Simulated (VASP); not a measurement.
# Band gap of CaSe at several levels of theory, part 2 of 2

Aim: the gap of CaSe on one structure at many levels of theory. The starting structure is a computed structure from the Materials Project. Cell and atoms stay as given. Meshes and data sets differ where the inputs say so.

VASP 6.6.1.

Results so far: LDA 1.893 eV; PBE 2.053 eV; r2SCAN 2.524 eV; TB-mBJ 2.892 eV.

## (6) Bands with LDA + spin-orbit coupling

Level of this step: LDA, spin-orbit coupling; plane waves and PAW (Se, Ca_sv) (VASP).

Spin-orbit coupling is switched on in this step.

INCAR reads:

```
SYSTEM = CaSe
PREC = Accurate
ENCUT = 350
EDIFF = 1E-06
NELM = 100
ISMEAR = 0
SIGMA = 0.03
LREAL = .FALSE.
ALGO = Normal
GGA = CA
LNONCOLLINEAR = .TRUE.
MAGMOM = 0 0 0 0 0 0
NBANDS = 28
GGA_COMPAT = .FALSE.
LASPH = .TRUE.
LSORBIT = .TRUE.
LORBIT = 11
LWAVE = .FALSE.
LCHARG = .FALSE.
KPAR = 4
```

POSCAR reads:

```
CaSe
1.0
    0.0000000000      2.9702381052      2.9702381052
    2.9702381052      0.0000000000      2.9702381052
    2.9702381052      2.9702381052      0.0000000000
Se Ca
1 1
Direct
    0.5000000000      0.5000000000      0.5000000000
    0.0000000000      0.0000000000      0.0000000000
```

KPOINTS reads:

```
Automatic mesh
0
Gamma
6 6 6
0 0 0
```

KPOINTS_OPT reads:

```
Line mode
10
Line-mode
Reciprocal
  0.00000000   0.00000000   0.00000000 GAMMA
  0.50000000   0.00000000   0.50000000 X

  0.50000000   0.00000000   0.50000000 X
  0.50000000   0.25000000   0.75000000 W

  0.50000000   0.25000000   0.75000000 W
  0.37500000   0.37500000   0.75000000 K

  0.37500000   0.37500000   0.75000000 K
  0.00000000   0.00000000   0.00000000 GAMMA

  0.00000000   0.00000000   0.00000000 GAMMA
  0.50000000   0.50000000   0.50000000 L

  0.50000000   0.50000000   0.50000000 L
  0.62500000   0.25000000   0.62500000 U

  0.62500000   0.25000000   0.62500000 U
  0.50000000   0.25000000   0.75000000 W

  0.50000000   0.25000000   0.75000000 W
  0.50000000   0.50000000   0.50000000 L

  0.50000000   0.50000000   0.50000000 L
  0.37500000   0.37500000   0.75000000 K

  0.62500000   0.25000000   0.62500000 U
  0.50000000   0.00000000   0.50000000 X
```

Potentials, in the order of the species: Se and Ca_sv (LDA family, release 64).

Run with:

```sh
mpirun -np 4 vasp_ncl
```

Numbers of over 12 decimals in the logs are rounded to 6 here.

The program printed:

```text
[... set-up lines as in an earlier step ...]
 entering main loop
       N       E                     dE             d eps       ncg     rms          rms(c)
DAV:   1     0.107465582313E+03    0.10747E+03   -0.59255E+03   904   0.788E+02
DAV:   2    -0.383343418196E+01   -0.11130E+03   -0.10668E+03  1020   0.251E+02
DAV:   3    -0.104513622345E+02   -0.66179E+01   -0.65538E+01  1412   0.539E+01
DAV:   4    -0.107602720010E+02   -0.30891E+00   -0.30706E+00  1316   0.899E+00
[...]
DAV:  10    -0.105660047457E+02   -0.11547E-04   -0.16386E-04  1180   0.101E-01    0.314E-02
DAV:  11    -0.105660160144E+02   -0.11269E-04   -0.41253E-05  1168   0.366E-02    0.731E-03
DAV:  12    -0.105660156566E+02    0.35773E-06   -0.66210E-06  1032   0.257E-02
   1 F= -.10566016E+02 E0= -.10566016E+02  d E =-.861388E-26  mag=     0.0000     0.0000    -0.0000
 Start KPOINTS_OPT (optional k-point list driver)
k-point batch [1-16\100]
       N       E                     dE             ncg
DAV:   1    -0.130956311594E+04   -0.58305E+04      896
DAV:   2    -0.303185883706E+04   -0.17223E+04     1092
DAV:   3    -0.313282779978E+04   -0.10097E+03     1360
DAV:   4    -0.313657073223E+04   -0.37429E+01     1240
DAV:   5    -0.313664098750E+04   -0.70255E-01     1164
DAV:   6    -0.313664129739E+04   -0.30989E-03     1140
DAV:   7    -0.313664130367E+04   -0.62831E-05     1176
DAV:   8    -0.313664130380E+04   -0.12474E-06      848
[...]
k-point batch [97-100\100]
       N       E                     dE             ncg
DAV:   1     0.475116059754E+04   -0.21496E+04      224
DAV:   2     0.433270472384E+04   -0.41846E+03      280
DAV:   3     0.430980357144E+04   -0.22901E+02      348
DAV:   4     0.430924574654E+04   -0.55782E+00      316
DAV:   5     0.430923562763E+04   -0.10119E-01      272
DAV:   6     0.430923558226E+04   -0.45371E-04      288
DAV:   7     0.430923558175E+04   -0.51380E-06      272
```

It took 21 s on 4 MPI ranks of Intel Xeon 6975P-C (Granite Rapids), shared host; peak memory 0.9 GiB.

Parts of OUTCAR (step 6):

```text
  Total       -1.1657367     -1.1657367     -1.1657367      0.0000000      0.0000000     -0.0000000
  in kB      -35.6375016    -35.6375016    -35.6375016      0.0000000      0.0000000     -0.0000000
  external PRESSURE =     -35.6375016 kB  Pullay stress =       0.0000000 kB

 POSITION                                       TOTAL-FORCE (eV/Angst)
 -----------------------------------------------------------------------------------
      2.97024      2.97024      2.97024        -0.000000      0.000000     -0.000000
      0.00000      0.00000      0.00000         0.000000     -0.000000      0.000000
 -----------------------------------------------------------------------------------
    total drift:                               -0.000000      0.000000      0.000000

  FREE ENERGIE OF THE ION-ELECTRON SYSTEM (eV)
  ---------------------------------------------------
  free  energy   TOTEN  =       -10.5660156566 eV

  energy  without entropy=      -10.5660156566  energy(sigma->0) =      -10.56601566

 magnetization (x)
# of ion       s       p       d       tot
------------------------------------------
    1       -0.000   0.000   0.000  -0.000
    2       -0.000  -0.000  -0.000  -0.000
--------------------------------------------------
tot         -0.000   0.000  -0.000  -0.000

 magnetization (y)
# of ion       s       p       d       tot
------------------------------------------
    1       -0.000   0.000  -0.000   0.000
    2        0.000   0.000   0.000   0.000
--------------------------------------------------
tot          0.000   0.000   0.000   0.000

 magnetization (z)
# of ion       s       p       d       tot
------------------------------------------
    1        0.000   0.000   0.000   0.000
    2       -0.000   0.000   0.000  -0.000
--------------------------------------------------
tot         -0.000   0.000   0.000  -0.000

[... 1 part as in an earlier step ...]

[... 2 further parts left out ...]
[key lines of the parts left out:]
E-fermi :   2.6123
```

LDA + spin-orbit coupling gives a least gap of 1.755 eV, and a least direct gap of 2.707 eV. The least gap is -0.137 eV from that of LDA.

## (7) Bands with r2SCAN + spin-orbit coupling

INCAR, as its differences from that of step 6:

```diff
@@ -9,3 +9,4 @@
 ALGO = Normal
-GGA = CA
+METAGGA = R2SCAN
+LASPH = .TRUE.
 LNONCOLLINEAR = .TRUE.
@@ -14,3 +15,2 @@
 GGA_COMPAT = .FALSE.
-LASPH = .TRUE.
 LSORBIT = .TRUE.
```

POSCAR is that of step 6.

KPOINTS is that of step 6.

KPOINTS_OPT is that of step 6.

The projector-augmented-wave data sets are Se and Ca_sv (PBE family, release 64).

Run with:

```sh
mpirun -np 4 vasp_ncl
```

The program printed:

```text
[... set-up lines as in an earlier step ...]
 entering main loop
       N       E                     dE             d eps       ncg     rms          rms(c)
DAV:   1     0.941412657871E+02    0.94141E+02   -0.60778E+03   904   0.811E+02
DAV:   2    -0.215406451816E+02   -0.11568E+03   -0.11082E+03  1040   0.261E+02
DAV:   3    -0.285254309536E+02   -0.69848E+01   -0.69042E+01  1464   0.560E+01
DAV:   4    -0.289470855559E+02   -0.42165E+00   -0.41797E+00  1356   0.991E+00
[...]
DAV:  12    -0.259974203062E+02   -0.18451E-04   -0.16532E-05  1012   0.390E-02    0.636E-03
DAV:  13    -0.259974227073E+02   -0.24010E-05   -0.40837E-06  1068   0.177E-02    0.131E-03
DAV:  14    -0.259974228670E+02   -0.15973E-06   -0.85818E-08   500   0.249E-03
   1 F= -.25997423E+02 E0= -.25997423E+02  d E =-.511582E-31  mag=    -0.0000    -0.0000    -0.0000
 Start KPOINTS_OPT (optional k-point list driver)
k-point batch [1-16\100]
       N       E                     dE             ncg
DAV:   1    -0.140179253371E+04   -0.59227E+04      896
DAV:   2    -0.322524142099E+04   -0.18234E+04     1084
DAV:   3    -0.332939255176E+04   -0.10415E+03     1348
DAV:   4    -0.333322327884E+04   -0.38307E+01     1264
DAV:   5    -0.333330964204E+04   -0.86363E-01     1200
DAV:   6    -0.333331002960E+04   -0.38757E-03     1140
DAV:   7    -0.333331003778E+04   -0.81778E-05     1220
DAV:   8    -0.333331003794E+04   -0.15849E-06      860
[...]
k-point batch [97-100\100]
       N       E                     dE             ncg
DAV:   1     0.472674366201E+04   -0.21741E+04      224
DAV:   2     0.428411374397E+04   -0.44263E+03      276
DAV:   3     0.426044670956E+04   -0.23667E+02      324
DAV:   4     0.425984613220E+04   -0.60058E+00      316
DAV:   5     0.425983306921E+04   -0.13063E-01      288
DAV:   6     0.425983301826E+04   -0.50952E-04      292
DAV:   7     0.425983301762E+04   -0.64190E-06      264
```

Elapsed: 94 s, on 4 MPI ranks; peak memory 1.1 GiB; 6.2 min of CPU time.

From OUTCAR (step 7):

```text
  Total        0.0105696      0.0105696      0.0105696      0.0000000     -0.0000000      0.0000000
  in kB        0.3231203      0.3231203      0.3231203      0.0000000     -0.0000000      0.0000000
  external PRESSURE =       0.3231203 kB  Pullay stress =       0.0000000 kB

  FREE ENERGIE OF THE ION-ELECTRON SYSTEM (eV)
  ---------------------------------------------------
  free  energy   TOTEN  =       -25.9974228670 eV

  energy  without entropy=      -25.9974228670  energy(sigma->0) =      -25.99742287

 magnetization (x)
# of ion       s       p       d       tot
------------------------------------------
    1        0.000   0.000  -0.000   0.000
    2        0.000   0.000   0.000   0.000
--------------------------------------------------
tot          0.000   0.000  -0.000   0.000

 magnetization (y)
# of ion       s       p       d       tot
------------------------------------------
    1        0.000   0.000   0.000   0.000
    2       -0.000   0.000   0.000  -0.000
--------------------------------------------------
tot         -0.000   0.000   0.000  -0.000

 magnetization (z)
# of ion       s       p       d       tot
------------------------------------------
    1       -0.000   0.000  -0.000  -0.000
    2        0.000   0.000   0.000   0.000
--------------------------------------------------
tot          0.000   0.000   0.000   0.000

[... 3 parts as in an earlier step ...]

[... 1 further part left out ...]
[key lines of the parts left out:]
E-fermi :   2.4663
```

r2SCAN + spin-orbit coupling gives a least gap of 2.392 eV, and a least direct gap of 3.346 eV. The least gap is -0.132 eV from that of r2SCAN.

## (8) Bands with TB-mBJ + spin-orbit coupling

INCAR, as its differences from that of step 7:

```diff
@@ -4,3 +4,3 @@
 EDIFF = 1E-06
-NELM = 100
+NELM = 150
 ISMEAR = 0
@@ -9,3 +9,3 @@
 ALGO = Normal
-METAGGA = R2SCAN
+METAGGA = MBJ
 LASPH = .TRUE.
```

POSCAR is that of step 7.

KPOINTS is that of step 7.

KPOINTS_OPT is that of step 7.

Run with:

```sh
mpirun -np 4 vasp_ncl
```

The program printed:

```text
[... set-up lines as in an earlier step ...]
 entering main loop
       N       E                     dE             d eps       ncg     rms          rms(c)
DAV:   1     0.285693579394E+03    0.28569E+03   -0.58739E+03   904   0.785E+02
DAV:   2     0.177300386528E+03   -0.10839E+03   -0.10387E+03  1036   0.249E+02
DAV:   3     0.170567279791E+03   -0.67331E+01   -0.66210E+01  1496   0.520E+01
DAV:   4     0.170043173039E+03   -0.52411E+00   -0.51812E+00  1344   0.103E+01
[...]
DAV:  46     0.170946247838E+03   -0.18760E-05   -0.48229E-10   448   0.149E-04    0.102E-04
DAV:  47     0.170946246148E+03   -0.16896E-05   -0.22024E-10   448   0.856E-05    0.883E-05
DAV:  48     0.170946245993E+03   -0.15527E-06   -0.14025E-10   448   0.606E-05
   1 F= 0.17094625E+03 E0= 0.17094625E+03  d E =-.416777E-30  mag=     0.0000    -0.0000     0.0000
 Start KPOINTS_OPT (optional k-point list driver)
k-point batch [1-16\100]
       N       E                     dE             ncg
DAV:   1    -0.132339604515E+04   -0.58443E+04      896
DAV:   2    -0.310629685558E+04   -0.17829E+04     1096
DAV:   3    -0.320468785923E+04   -0.98391E+02     1332
DAV:   4    -0.320853379943E+04   -0.38459E+01     1252
DAV:   5    -0.320864106468E+04   -0.10727E+00     1212
DAV:   6    -0.320864150887E+04   -0.44418E-03     1136
DAV:   7    -0.320864151670E+04   -0.78295E-05     1228
DAV:   8    -0.320864151679E+04   -0.95537E-07      772
[...]
k-point batch [97-100\100]
       N       E                     dE             ncg
DAV:   1     0.474750077817E+04   -0.21533E+04      224
DAV:   2     0.431507167677E+04   -0.43243E+03      276
DAV:   3     0.429250654739E+04   -0.22565E+02      324
DAV:   4     0.429187239224E+04   -0.63416E+00      308
DAV:   5     0.429185462415E+04   -0.17768E-01      300
DAV:   6     0.429185454868E+04   -0.75474E-04      288
DAV:   7     0.429185454790E+04   -0.78307E-06      268
```

Elapsed: 58 s, on 4 MPI ranks; peak memory 1.1 GiB; 3.8 min of CPU time.

Parts of OUTCAR (step 8):

```text
  Total      -29.0686092    -29.0686092    -29.0686092      0.0000000     -0.0000000      0.0000000
  in kB     -888.6506102   -888.6506102   -888.6506102      0.0000000     -0.0000000      0.0000000
  external PRESSURE =    -888.6506102 kB  Pullay stress =       0.0000000 kB

 POSITION                                       TOTAL-FORCE (eV/Angst)
 -----------------------------------------------------------------------------------
      2.97024      2.97024      2.97024         0.000000      0.000000     -0.000000
      0.00000      0.00000      0.00000         0.000000     -0.000000      0.000000
 -----------------------------------------------------------------------------------
    total drift:                               -0.000000      0.000000      0.000000

  FREE ENERGIE OF THE ION-ELECTRON SYSTEM (eV)
  ---------------------------------------------------
  free  energy   TOTEN  =       170.9462459926 eV

  energy  without entropy=      170.9462459926  energy(sigma->0) =      170.94624599

 magnetization (x)
# of ion       s       p       d       tot
------------------------------------------
    1        0.000   0.000   0.000   0.000
    2        0.000  -0.000  -0.000   0.000
--------------------------------------------------
tot          0.000   0.000  -0.000   0.000

 magnetization (y)
# of ion       s       p       d       tot
------------------------------------------
    1       -0.000   0.000  -0.000   0.000
    2       -0.000  -0.000   0.000  -0.000
--------------------------------------------------
tot         -0.000   0.000  -0.000   0.000

 magnetization (z)
# of ion       s       p       d       tot
------------------------------------------
    1        0.000   0.000   0.000   0.000
    2       -0.000  -0.000   0.000  -0.000
--------------------------------------------------
tot         -0.000   0.000   0.000  -0.000

[... 2 parts as in an earlier step ...]

[... 1 further part left out ...]
[key lines of the parts left out:]
E-fermi :   2.5621
```

TB-mBJ + spin-orbit coupling gives a least gap of 2.767 eV, and a least direct gap of 3.608 eV. The least gap is -0.125 eV from that of TB-mBJ.

## (9) Bands with HSE06

HSE06 mixes in a quarter of exact exchange at short range, at far higher cost; in semiconductors this cures much of the gap error, while metals seldom gain. This run uses a 4×4×4 mesh. Its starting orbitals come from a semilocal run on the same mesh, not shown.

INCAR reads:

```
SYSTEM = CaSe
PREC = Accurate
ENCUT = 357
EDIFF = 1E-06
NELM = 100
ISMEAR = 0
SIGMA = 0.03
LREAL = .FALSE.
ALGO = Normal
LHFCALC = .TRUE.
AEXX = 0.25
GGA = PE
HFSCREEN = 0.2
LASPH = .TRUE.
NBANDS = 14
PRECFOCK = Fast
LORBIT = 11
LWAVE = .FALSE.
LCHARG = .FALSE.
KPAR = 4
```

POSCAR is that of step 8.

KPOINTS reads:

```
Automatic mesh
0
Gamma
4 4 4
0 0 0
```

KPOINTS_OPT is that of step 8.

Run with:

```sh
mpirun -np 4 vasp_std
```

The program printed:

```text
[banner, memory and clock lines left out]
running    4 mpi-ranks, on    1 nodes
[...]
LDA part: xc-table for (Slater+PW92), standard interpolation
 found WAVECAR, reading the header
 POSCAR, INCAR and KPOINTS ok, starting setup
[...]
reading WAVECAR
 the WAVECAR file was read successfully
 initial charge from wavefunction
 entering main loop
       N       E                     dE             d eps       ncg     rms          rms(c)
DAV:   1    -0.106937975310E+02   -0.10694E+02   -0.66438E-01   254   0.680E+00    0.205E+00
DAV:   2    -0.107017792584E+02   -0.79817E-02   -0.35342E-02   274   0.145E+00    0.144E+00
DAV:   3    -0.106984764521E+02    0.33028E-02   -0.27618E-03   298   0.356E-01    0.879E-01
DAV:   4    -0.106976126372E+02    0.86381E-03   -0.81895E-04   274   0.172E-01    0.516E-01
[...]
DAV:   8    -0.106972119915E+02    0.11415E-04   -0.47742E-06   260   0.173E-02    0.406E-02
DAV:   9    -0.106972084708E+02    0.35206E-05   -0.17551E-06   260   0.105E-02    0.202E-02
[...]
|     If you are not a developer, you should not encounter this problem.      |
|     Please submit a bug report.                                             |
|                                                                             |

|                     _     ____    _    _    _____     _                     |
|                    | |   |  _ \  | |  | |  / ____|   | |                    |
|                    | |   | |_) | | |  | | | |  __    | |                    |
|                    |_|   |  _ <  | |  | | | | |_ |   |_|                    |
|                     _    | |_) | | |__| | | |__| |    _                     |
|                    (_)   |____/   \____/   \_____|   (_)                    |
|                                                                             |
|                                                                             |
|     internal error in CHECK_GEN_LAYOUT: G-vectors changed at ik:13 old:     |
|     790 new: 789                                                            |
|                                                                             |
|     If you are not a developer, you should not encounter this problem.      |
|     Please submit a bug report.                                             |
|                                                                             |

1
1
1
1
```

The job ended after 21 s (4 MPI ranks).

VASP stopped with this message: “internal error in CHECK_GEN_LAYOUT: G-vectors changed at ik:13 old: 790 new: 789”.

## (10) Bands with PBE0

PBE0 keeps a quarter of exact exchange at all ranges; it tends to overshoot small gaps. This run uses a 4×4×4 mesh. It starts from the orbitals of an earlier run, not shown.

INCAR, as its differences from that of step 9:

```diff
@@ -12,3 +12,2 @@
 GGA = PE
-HFSCREEN = 0.2
 LASPH = .TRUE.
@@ -16,2 +15,3 @@
 PRECFOCK = Fast
+HFRCUT = -1
 LORBIT = 11
```

POSCAR is that of step 9.

KPOINTS is that of step 9.

KPOINTS_OPT is that of step 9.

Run with:

```sh
mpirun -np 4 vasp_std
```

The program printed:

```text
[banner, memory and clock lines left out]
running    4 mpi-ranks, on    1 nodes
[...]
LDA part: xc-table for (Slater+PW92), standard interpolation
 found WAVECAR, reading the header
 POSCAR, INCAR and KPOINTS ok, starting setup
[...]
HFRCUT set to (new)   9.286065
 reading WAVECAR
 the WAVECAR file was read successfully
 initial charge from wavefunction
 entering main loop
       N       E                     dE             d eps       ncg     rms          rms(c)
DAV:   1    -0.112055268801E+02   -0.11206E+02   -0.63825E-01   254   0.678E+00    0.196E+00
DAV:   2    -0.112194142640E+02   -0.13887E-01   -0.38654E-02   274   0.151E+00    0.141E+00
DAV:   3    -0.112160231106E+02    0.33912E-02   -0.28266E-03   300   0.382E-01    0.865E-01
DAV:   4    -0.112150194584E+02    0.10037E-02   -0.98126E-04   280   0.186E-01    0.514E-01
[...]
DAV:   9    -0.112146163112E+02    0.36367E-05   -0.18821E-06   260   0.109E-02    0.205E-02
DAV:  10    -0.112146152860E+02    0.10252E-05   -0.60686E-07   196   0.663E-03    0.103E-02
DAV:  11    -0.112146150659E+02    0.22001E-06   -0.32691E-07   160   0.489E-03
   1 F= -.11214615E+02 E0= -.11214615E+02  d E =-.585818E-13
 Start KPOINTS_OPT (optional k-point list driver)
k-point batch [1-8\100]
       N       E                     dE             ncg
DAV:   1    -0.850568221284E+03   -0.23417E+04      224
DAV:   2    -0.176024948607E+04   -0.90968E+03      284
DAV:   3    -0.182260807080E+04   -0.62359E+02      296
DAV:   4    -0.182469217894E+04   -0.20841E+01      314
DAV:   5    -0.182473353199E+04   -0.41353E-01      282
DAV:   6    -0.182473423969E+04   -0.70770E-03      326
DAV:   7    -0.182473425434E+04   -0.14652E-04      260
DAV:   8    -0.182473425451E+04   -0.17567E-06      196
k-point batch [9-16\100]
 [... a notice as in an earlier step ...]

 [... a notice as in an earlier step ...]

 [... a notice as in an earlier step ...]

 [... a notice as in an earlier step ...]

1
1
1
1
```

It took 18 s on 4 MPI ranks.

VASP stopped with this message: “internal error in CHECK_GEN_LAYOUT: G-vectors changed at ik:13 old: 790 new: 789”.

## (11) The runs compared

```tsv
level	ended	gap (eV)	least direct gap (eV)	mesh	core minutes
LDA	converged	1.893	2.824	6×6×6	0.4
PBE	converged	2.053	2.975	6×6×6	0.48
r2SCAN	converged	2.524	3.46	6×6×6	1.4
TB-mBJ	converged	2.892	3.717	6×6×6	1.47
LDA + spin-orbit coupling	converged	1.755	2.707	6×6×6	1.4
r2SCAN + spin-orbit coupling	converged	2.392	3.346	6×6×6	6.27
TB-mBJ + spin-orbit coupling	converged	2.767	3.608	6×6×6	3.87
HSE06	stopped by VASP	-	-	4×4×4	1.4
PBE0	stopped by VASP	-	-	4×4×4	1.19
```

Core minutes are wall time times ranks of the run shown, on a shared host.

## (12) Outcome

| Quantity | Value |
| --- | --- |
| gap, LDA | 1.893 eV |
| gap, PBE | 2.053 eV |
| gap, r2SCAN | 2.524 eV |
| gap, TB-mBJ | 2.892 eV |
| gap, LDA + spin-orbit coupling | 1.755 eV |
| gap, r2SCAN + spin-orbit coupling | 2.392 eV |
| gap, TB-mBJ + spin-orbit coupling | 2.767 eV |

What this shows: Without spin-orbit coupling the gap of CaSe runs from 1.893 eV (LDA) to 2.892 eV (TB-mBJ). Spin-orbit coupling changes the LDA gap by -0.137 eV. Spin-orbit coupling changes the r2SCAN gap by -0.132 eV. Spin-orbit coupling changes the TB-mBJ gap by -0.125 eV. These are gaps between Kohn-Sham or generalised Kohn-Sham levels of a static lattice, without excitons or temperature. No result to use came from HSE06 and PBE0. Further runs on this material are not shown.

[Lines on the potential files, build, host, timing and source positions are cut from VASP's logs without a mark.]

[Logs are printed without paths, hosts, clocks, repeated set-up lines and the standing remarks that a program may print on its own settings, such as how far it seeks lower states.]

[Hosts, paths, dates, database ids (printed as entryN), source tags and the programs' standing remarks are cut or masked in the printed files.]
